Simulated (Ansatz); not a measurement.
Relaxed-ion elastic tensor of MgAl₂O₄ (spinel, Fd-3m) in GPa (Voigt order), the program Ansatz at the LDA level (PAW); density 3.66 g/cm³, 9.22 Å³ per atom.

```
283  163  163  0.0  0.0  0.0
163  283  163  0.0  0.0  0.0
163  163  283  0.0  0.0  0.0
0.0  0.0  0.0  149  0.0  0.0
0.0  0.0  0.0  0.0  149  0.0
0.0  0.0  0.0  0.0  0.0  149
```

Q: Is the crystal mechanically stable?

A: Yes: the smallest eigenvalue of C is 121 GPa.

Q: Work out the Voigt, Reuss and Hill averages.

A: K_V = 203, K_R = 203, K_H = 203; G_V = 114, G_R = 93.8, G_H = 104 GPa.

Q: Give Young's modulus, Poisson's ratio, Pugh's ratio and the universal anisotropy index.

A: E = 9KG/(3K + G) = 266 GPa; ν = 0.28; K/G = 1.96 (ductile by the Pugh limit of 1.75); A_U = 5G_V/G_R + K_V/K_R − 6 = 1.05.

Q: Estimate the sound speeds and the Debye temperature.

A: v_l = √((K + 4G/3)/ρ) = 9650 m/s, v_t = √(G/ρ) = 5320 m/s, mean 5930 m/s; Θ = (h/k)(3n/4πV)^(1/3) v_m = 842 K.

Q: Give the Zener ratio and Young's modulus along [100], [110] and [111].

A: A = 2C44/(C11 − C12) = 2.47; 1/E = S11 − 2(S11 − S12 − S44/2)Γ with Γ = 0, 1/4, 1/3 gives 165, 277, 359 GPa.

Symmetry was held in the LDA relaxation; phonons on a q-mesh show no instability.

Potentials: the later of the program's two PAW sets.
